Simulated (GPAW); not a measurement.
# SnTe in GPAW: convergence with bands over plane waves of the response

Input of the first run (bands over plane waves of the response 0.15); the others differ in this setting and in those tied to it:

File run.py:

```python
import json
import numpy as np
import spglib
from ase import Atoms
from ase.dft.bandgap import bandgap
from ase.io import read, write
from gpaw import GPAW, PW
from gpaw.response.g0w0 import G0W0

atoms = read('SnTe.cif')
cell, positions, numbers = spglib.find_primitive(
    (atoms.cell[:], atoms.get_scaled_positions(), atoms.numbers), symprec=1e-4)
atoms = Atoms(numbers, cell=cell, scaled_positions=positions, pbc=True)

calc = GPAW(mode=PW(450),
            xc='LDA',
            kpts={'size': (3, 3, 3), 'gamma': True},
            occupations={'name': 'fermi-dirac', 'width': 0.001},
            nbands=19,
            convergence={'density': 1e-06},
            maxiter=150,
            txt='gpaw.txt')
atoms.calc = calc
energy = atoms.get_potential_energy()
calc.write('gs.gpw')
write('result.traj', atoms)
print(f'Energy: {energy:.6f} eV')
print('Fermi level:', round(calc.get_fermi_level(), 4), 'eV')
print(f'Gap: {bandgap(calc)[0]:.4f} eV, direct: {bandgap(calc, direct=True)[0]:.4f} eV')

calc.diagonalize_full_hamiltonian(nbands=31)
calc.write('full.gpw', mode='all')

ibz = calc.get_ibz_k_points()
gap, vbm, cbm = bandgap(calc, output=None)
gap, direct, _ = bandgap(calc, direct=True, output=None)
gamma = int(np.abs(ibz).sum(1).argmin())
kpts = sorted({gamma, vbm[1], cbm[1], direct[1]})
gw = G0W0(calc='full.gpw',
          filename='gw',
          ecut=120,
          ecut_extrapolation=False,
          relbands=(-1, 1),
          kpts=kpts,
          integrate_gamma='WS',
          nbands=27,
          ppa=True)
gw.calculate()
results = {mode: {key: np.asarray(r[key]).tolist() for key in ['f', 'eps', 'vxc', 'exx', 'sigma', 'Z', 'qp', 'sigma_eskn']}
           for mode, r in gw.all_results.items()}
json.dump({'kpts': ibz[kpts].tolist(), 'results': results}, open('gw.json', 'w'))
for mode, r in results.items():
    f, qp = np.array(r['f']), np.array(r['qp'])
    print(mode, 'quasiparticle energies (eV):')
    print(qp.round(3))
    print(mode, 'gap:', round(qp[f < 0.5].min() - qp[f > 0.5].max(), 4), 'eV')
```

Contents of SnTe.cif:

```cif
data_SnTe
_cell_length_a 6.30170000
_cell_length_b 6.30170000
_cell_length_c 6.30170000
_cell_angle_alpha 90.00000000
_cell_angle_beta 90.00000000
_cell_angle_gamma 90.00000000
_space_group_name_H-M_alt 'Fm-3m'
_space_group_name_Hall '-F 4 2 3'
_space_group_IT_number 225
loop_
_space_group_symop_operation_xyz
'x,y,z'
'-x,-y,-z'
'-y,x,z'
'y,-x,-z'
'-x,-y,z'
'x,y,-z'
'y,-x,z'
'-y,x,-z'
'x,-y,-z'
'-x,y,z'
'-y,-x,-z'
'y,x,z'
'-x,y,-z'
'x,-y,z'
'y,x,-z'
'-y,-x,z'
'z,x,y'
'-z,-x,-y'
'z,-y,x'
'-z,y,-x'
'z,-x,-y'
'-z,x,y'
'z,y,-x'
'-z,-y,x'
'-z,x,-y'
'z,-x,y'
'-z,-y,-x'
'z,y,x'
'-z,-x,y'
'z,x,-y'
'-z,y,x'
'z,-y,-x'
'y,z,x'
'-y,-z,-x'
'x,z,-y'
'-x,-z,y'
'-y,z,-x'
'y,-z,x'
'-x,z,y'
'x,-z,-y'
'-y,-z,x'
'y,z,-x'
'-x,-z,-y'
'x,z,y'
'y,-z,-x'
'-y,z,x'
'x,-z,y'
'-x,z,-y'
'x,y+1/2,z+1/2'
'-x,-y+1/2,-z+1/2'
'-y,x+1/2,z+1/2'
'y,-x+1/2,-z+1/2'
'-x,-y+1/2,z+1/2'
'x,y+1/2,-z+1/2'
'y,-x+1/2,z+1/2'
'-y,x+1/2,-z+1/2'
'x,-y+1/2,-z+1/2'
'-x,y+1/2,z+1/2'
'-y,-x+1/2,-z+1/2'
[... 41 lines left out ...]
'-x+1/2,-y,z+1/2'
'x+1/2,y,-z+1/2'
'y+1/2,-x,z+1/2'
'-y+1/2,x,-z+1/2'
'x+1/2,-y,-z+1/2'
'-x+1/2,y,z+1/2'
'-y+1/2,-x,-z+1/2'
'y+1/2,x,z+1/2'
'-x+1/2,y,-z+1/2'
'x+1/2,-y,z+1/2'
'y+1/2,x,-z+1/2'
'-y+1/2,-x,z+1/2'
'z+1/2,x,y+1/2'
'-z+1/2,-x,-y+1/2'
'z+1/2,-y,x+1/2'
'-z+1/2,y,-x+1/2'
'z+1/2,-x,-y+1/2'
'-z+1/2,x,y+1/2'
'z+1/2,y,-x+1/2'
'-z+1/2,-y,x+1/2'
'-z+1/2,x,-y+1/2'
'z+1/2,-x,y+1/2'
'-z+1/2,-y,-x+1/2'
'z+1/2,y,x+1/2'
'-z+1/2,-x,y+1/2'
'z+1/2,x,-y+1/2'
'-z+1/2,y,x+1/2'
'z+1/2,-y,-x+1/2'
'y+1/2,z,x+1/2'
'-y+1/2,-z,-x+1/2'
'x+1/2,z,-y+1/2'
'-x+1/2,-z,y+1/2'
'-y+1/2,z,-x+1/2'
'y+1/2,-z,x+1/2'
'-x+1/2,z,y+1/2'
'x+1/2,-z,-y+1/2'
'-y+1/2,-z,x+1/2'
'y+1/2,z,-x+1/2'
'-x+1/2,-z,-y+1/2'
'x+1/2,z,y+1/2'
'y+1/2,-z,-x+1/2'
'-y+1/2,z,x+1/2'
'x+1/2,-z,y+1/2'
'-x+1/2,z,-y+1/2'
'x+1/2,y+1/2,z'
'-x+1/2,-y+1/2,-z'
'-y+1/2,x+1/2,z'
'y+1/2,-x+1/2,-z'
'-x+1/2,-y+1/2,z'
'x+1/2,y+1/2,-z'
'y+1/2,-x+1/2,z'
'-y+1/2,x+1/2,-z'
'x+1/2,-y+1/2,-z'
'-x+1/2,y+1/2,z'
'-y+1/2,-x+1/2,-z'
'y+1/2,x+1/2,z'
'-x+1/2,y+1/2,-z'
'x+1/2,-y+1/2,z'
'y+1/2,x+1/2,-z'
'-y+1/2,-x+1/2,z'
'z+1/2,x+1/2,y'
'-z+1/2,-x+1/2,-y'
'z+1/2,-y+1/2,x'
'-z+1/2,y+1/2,-x'
'z+1/2,-x+1/2,-y'
'-z+1/2,x+1/2,y'
'z+1/2,y+1/2,-x'
'-z+1/2,-y+1/2,x'
'-z+1/2,x+1/2,-y'
'z+1/2,-x+1/2,y'
'-z+1/2,-y+1/2,-x'
'z+1/2,y+1/2,x'
'-z+1/2,-x+1/2,y'
'z+1/2,x+1/2,-y'
'-z+1/2,y+1/2,x'
'z+1/2,-y+1/2,-x'
'y+1/2,z+1/2,x'
'-y+1/2,-z+1/2,-x'
'x+1/2,z+1/2,-y'
'-x+1/2,-z+1/2,y'
'-y+1/2,z+1/2,-x'
'y+1/2,-z+1/2,x'
'-x+1/2,z+1/2,y'
'x+1/2,-z+1/2,-y'
'-y+1/2,-z+1/2,x'
'y+1/2,z+1/2,-x'
'-x+1/2,-z+1/2,-y'
'x+1/2,z+1/2,y'
'y+1/2,-z+1/2,-x'
'-y+1/2,z+1/2,x'
'x+1/2,-z+1/2,y'
'-x+1/2,z+1/2,-y'
loop_
_atom_site_label
_atom_site_type_symbol
_atom_site_symmetry_multiplicity
_atom_site_Wyckoff_symbol
_atom_site_fract_x
_atom_site_fract_y
_atom_site_fract_z
_atom_site_occupancy
Te1 Te 4 b 0.5000000000 0.0000000000 0.0000000000 1
Sn1 Sn 4 a 0.0000000000 0.0000000000 0.0000000000 1
```

Potentials or basis: the program's PAW data sets (release 1.2.1) made for this functional, pw.

Run with:

```sh
$ OMP_NUM_THREADS=1 python run.py
```

Hardware: 1 thread of Arm Neoverse V2, with other jobs on the host.

| bands over plane waves of the response | energy less the tightest run, at zero smearing (meV/atom) | SCF cycles | CPU time (s) | peak memory (GiB) |
| --- | --- | --- | --- | --- |
| 0.15 | 0.00 | 10 | 19 | 0.34 |
| 0.25 | 0.00 | 10 | 23 | 0.34 |
| 0.4 | 0.00 | 10 | 29 | 0.36 |
| 0.6 | 0.00 | 10 | 36 | 0.36 |
| 0.8 | 0.00 | 10 | 44 | 0.36 |
| 1 | 0.00 | 10 | 53 | 0.37 |
| 1.4 | 0.00 | 10 | 70 | 0.41 |

Against the tightest run, the energy stays within 1 meV/atom from 0.15 on. The tightest run that finished is the yardstick and may itself not be fully converged.

Caveat, for the tightest run too: the k mesh is coarse (spacing up to 0.58 Å⁻¹), so the values aren't converged; this odd mesh misses L, where the gap lies, so gap, dielectric constants and Born charges aren't listed; the long-wavelength limit can be off by a per cent or two. The run has no spin-orbit coupling, so splittings on Te are missing.
